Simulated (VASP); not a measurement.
N, 4 atoms in the cell. It takes space group Cmce (No. 64, orthorhombic). The conventional cell has a = 2.774 Å, b = 8.543 Å, c = 3.408 Å, α = 90.00°, β = 90.00°, γ = 90.00°. N (site symmetry m) is surrounded by 1 N at 1.66 Å.  The cell isn't the ideal one: P replaced by N, lengths x 0.798, strained and moved within the space group.

```yaml
Program: VASP 6.6.1
Task: single point
Functional: PBE
Potentials_or_basis: VASP PAW PBE potentials, release 64 (N)
Cutoff: 520 eV
k_mesh: 10 × 10 × 8
Occupations: gaussian, width 0.02 eV
Spin: no spin polarisation
Dipole_correction: no
Further_INCAR_settings: ALGO = Normal; EDIFF = 1e-06; NBANDS = 18
```

Potentials or basis: VASP PAW PBE potentials, release 64 (N).

Run with:

```sh
$ cat potpaw_PBE.64/N/POTCAR > POTCAR
$ mpirun -np 1 vasp_std > vasp.out
```

Hardware: 1 thread of AMD EPYC 7R13 Processor (Zen 3) (shared host).

Question: How long does it take, and how much memory?

Answer: Run time: 110 s on 1 thread of AMD EPYC 7R13 Processor (Zen 3), with other jobs on the host, peak memory 0.19 GiB. Counts: scf iterations 12, k points 155.
